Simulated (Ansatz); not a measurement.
# MnO2: no result

The cell (12 atoms) is MnO2 in the coordinates of a database entry, unrelaxed (space group Pnma). Forces or pressure are large there, so the entry is far from the computed equilibrium and may be faulty or of a sample under other conditions, or the chosen U doesn't suit it. Source: COD entry 9003476, which need not be the ambient phase.

All numbers below come from DFT, PBE+U, PAW, plane waves, scalar-relativistic (Ansatz development build ahead of 0.2.0).

```yaml
crystal:
  lattice:
    - [9.5155, 0.0, 0.0]
    - [0.0, 2.8644, 0.0]
    - [0.0, 0.0, 4.7061]
  atoms:
    - { symbol: Mn, position: [0.1416, 0.25, 0.0407], spin: 4.5 }
    - { symbol: Mn, position: [0.3584, 0.75, 0.5407], spin: 4.5 }
    - { symbol: Mn, position: [0.6416, 0.25, 0.4593], spin: 4.5 }
    - { symbol: Mn, position: [0.8584, 0.75, 0.9593], spin: 4.5 }
    - { symbol: O, position: [0.9577, 0.25, 0.7819] }
    - { symbol: O, position: [0.5423, 0.75, 0.2819] }
    - { symbol: O, position: [0.4577, 0.25, 0.7181] }
    - { symbol: O, position: [0.0423, 0.75, 0.2181] }
    - { symbol: O, position: [0.2791, 0.25, 0.342] }
    - { symbol: O, position: [0.2209, 0.75, 0.842] }
    - { symbol: O, position: [0.7791, 0.25, 0.158] }
    - { symbol: O, position: [0.7209, 0.75, 0.658] }
magnetization:
  spin_polarized: true
hamiltonian:
  xc: pbe
  pseudopotentials: { kind: paw }
  hubbard: { sites: [{ species: Mn, l: d, u_eff: 3.9 }] }
basis:
  ecutwfc: 420
kpoints:
  mp_grid: { grid: [2, 7, 4] }
scf:
  occupations: { method: fermi_dirac, width: 0.1 }
  lower_state_search: "off"
  algorithm: density_mixing
  max_iter: 50
  mixing: { algorithm: anderson, ndim: 1, beta: 0.9, preconditioner: none }
output:
  forces: true
  stress: true
```

The starting density is a sum of atomic densities.

A static U favours moments and orbital order; the result depends on U and need not be the measured state. Only one magnetic start was run, with no search, so the state need not be the lowest.

Launched as:
```sh
ansatz run input.yaml --threads 2 --pin off --max-ram 5120MiB --backend cpu --events-out ev --progress --plain --runs-dir out
```

It took 8.7 min on 2 threads of Arm Neoverse V2 (shared host), peak memory 0.67 GiB.

```
SCF iter   1: F=—  HF=-20127.847191 eV  |F-HF|=—  |Δ(HF+E_count)|=         —  Δρ=1.18e-1 (↑1.18e-1 ↓9.97e-2)  dr2=5.70e1  dr2_m=2.05e0  M=12.578 μB ∫|m|=17.396 μB  β_m=0.90  ethr=3.10e-3  ⟨swp⟩=5.8  Hψ=12868  notcnv=0  defer=50
SCF iter   2: F=—  HF=-20254.238968 eV  |F-HF|=—  |Δ(HF+E_count)|=    1.26e2  Δρ=4.59e-1 (↑4.59e-1 ↓1.88e-1)  dr2=4.81e2  dr2_m=2.82e1  M=10.759 μB ∫|m|=11.286 μB  β_m=0.90  ethr=3.10e-3  ⟨swp⟩=7.3  Hψ=12411  notcnv=0  defer=328
SCF iter   3: F=—  HF=-21269.559063 eV  |F-HF|=—  |Δ(HF+E_count)|=    1.02e3  Δρ=1.12e0 (↑6.44e-1 ↓1.12e0)  dr2=3.74e3  dr2_m=9.05e1  M=1.080 μB ∫|m|=1.526 μB  β_m=0.90  ethr=3.10e-3  ⟨swp⟩=12.1  Hψ=23526  notcnv=0  defer=337
SCF iter   4: F=—  HF=-25757.777995 eV  |F-HF|=—  |Δ(HF+E_count)|=    4.49e3  Δρ=1.91e0 (↑1.91e0 ↓1.44e0)  dr2=1.84e4  dr2_m=8.70e1  M=1.688 μB ∫|m|=2.743 μB  β_m=0.90  ethr=3.10e-3  ⟨swp⟩=19.5  Hψ=64353  notcnv=1  defer=763
SCF iter   5: F=—  HF=-34875.775670 eV  |F-HF|=—  |Δ(HF+E_count)|=    9.12e3  Δρ=1.95e0 (↑1.67e0 ↓1.95e0)  dr2=2.04e4  dr2_m=4.12e1  M=3.963 μB ∫|m|=4.276 μB  β_m=0.90  ethr=3.10e-3  ⟨swp⟩=21.3  Hψ=72375  notcnv=0  defer=604
SCF iter   6: F=—  HF=-29256.176281 eV  |F-HF|=—  |Δ(HF+E_count)|=    5.62e3  Δρ=2.02e0 (↑2.02e0 ↓1.73e0)  dr2=2.36e4  dr2_m=3.86e1  M=2.157 μB ∫|m|=4.358 μB  β_m=0.90  ethr=3.10e-3  ⟨swp⟩=22.5  Hψ=80190  notcnv=0  defer=811
SCF iter   7: F=—  HF=-37576.915326 eV  |F-HF|=—  |Δ(HF+E_count)|=    8.32e3  Δρ=2.01e0 (↑1.77e0 ↓2.01e0)  dr2=2.33e4  dr2_m=3.37e1  M=4.000 μB ∫|m|=4.324 μB  β_m=0.90  ethr=3.10e-3  ⟨swp⟩=23.4  Hψ=81639  notcnv=0  defer=629
[... 36 iterations left out ...]
SCF iter  44: F=—  HF=-28842.288601 eV  |F-HF|=—  |Δ(HF+E_count)|=    9.34e3  Δρ=1.92e0 (↑1.92e0 ↓1.90e0)  dr2=2.37e4  dr2_m=4.37e0  M=0.002 μB ∫|m|=0.045 μB  β_m=0.90  ethr=3.10e-3  ⟨swp⟩=21.8  Hψ=75758  notcnv=0  defer=875
SCF iter  45: F=—  HF=-38185.903743 eV  |F-HF|=—  |Δ(HF+E_count)|=    9.34e3  Δρ=1.92e0 (↑1.92e0 ↓1.90e0)  dr2=2.37e4  dr2_m=4.37e0  M=3.977 μB ∫|m|=4.256 μB  β_m=0.90  ethr=3.10e-3  ⟨swp⟩=23.3  Hψ=81701  notcnv=0  defer=662
SCF iter  46: F=—  HF=-28842.267622 eV  |F-HF|=—  |Δ(HF+E_count)|=    9.34e3  Δρ=1.92e0 (↑1.92e0 ↓1.90e0)  dr2=2.36e4  dr2_m=4.37e0  M=0.008 μB ∫|m|=0.047 μB  β_m=0.90  ethr=3.10e-3  ⟨swp⟩=21.8  Hψ=75986  notcnv=0  defer=888
SCF iter  47: F=—  HF=-38185.362393 eV  |F-HF|=—  |Δ(HF+E_count)|=    9.34e3  Δρ=1.92e0 (↑1.92e0 ↓1.90e0)  dr2=2.36e4  dr2_m=4.38e0  M=3.973 μB ∫|m|=4.253 μB  β_m=0.90  ethr=3.10e-3  ⟨swp⟩=24.3  Hψ=82340  notcnv=0  defer=623
SCF iter  48: F=—  HF=-28842.300124 eV  |F-HF|=—  |Δ(HF+E_count)|=    9.34e3  Δρ=1.92e0 (↑1.92e0 ↓1.90e0)  dr2=2.37e4  dr2_m=4.36e0  M=-0.003 μB ∫|m|=0.044 μB  β_m=0.90  ethr=3.10e-3  ⟨swp⟩=43.4  Hψ=169040  notcnv=0
SCF iter  49: F=—  HF=-38189.283534 eV  |F-HF|=—  |Δ(HF+E_count)|=    9.35e3  Δρ=1.92e0 (↑1.92e0 ↓1.90e0)  dr2=2.37e4  dr2_m=4.37e0  M=3.977 μB ∫|m|=4.257 μB  β_m=0.90  ethr=3.10e-3  ⟨swp⟩=2.3  Hψ=89582  notcnv=0
SCF iter  50: F=—  HF=-28842.194887 eV  |F-HF|=—  |Δ(HF+E_count)|=    9.35e3  Δρ=1.92e0 (↑1.92e0 ↓1.90e0)  dr2=2.37e4  dr2_m=4.37e0  M=-0.004 μB ∫|m|=0.044 μB  β_m=0.90  ethr=3.10e-3  ⟨swp⟩=43.0  Hψ=167756  notcnv=0
did not converge after 50 iterations: dr2 = 2.37e4 (threshold 1.00e-7), under the density mixer `anderson` [...]
```

Question: What is the cause, and what cures it?

Answer: The run falls into a cycle of 2 steps and the residual stays around 2e+04 eV: the moment flips between about 0.00 and 3.98 μB, as each step overshoots and the next one undoes it. The setting at fault is “linear mixing, β 0.9, no preconditioner”: with the default settings (MSR1 mixing, preconditioner Kerker) the same cell converges in 14 iterations, ferromagnetic with opposed moments on main-group atoms, site moments Mn1 2.81, Mn2 2.81, Mn3 2.81, Mn4 2.81, O5 -0.23, O6 -0.23, O7 -0.23, O8 -0.23 μB, total 12.00 μB per cell, a gap of 0.71 eV on the k-mesh. Simple mixing is stable only while β stays under 2 divided by the largest eigenvalue of the (preconditioned) dielectric matrix; here it overshoots. Changes that cure it: mixing history raised to 8 (21 iterations). Makes the iteration stable but too slow for the limit: β lowered to 0.225 (not converged after 50 iterations). No help: Kerker preconditioner added (cycles, last residual 3e+03 eV).
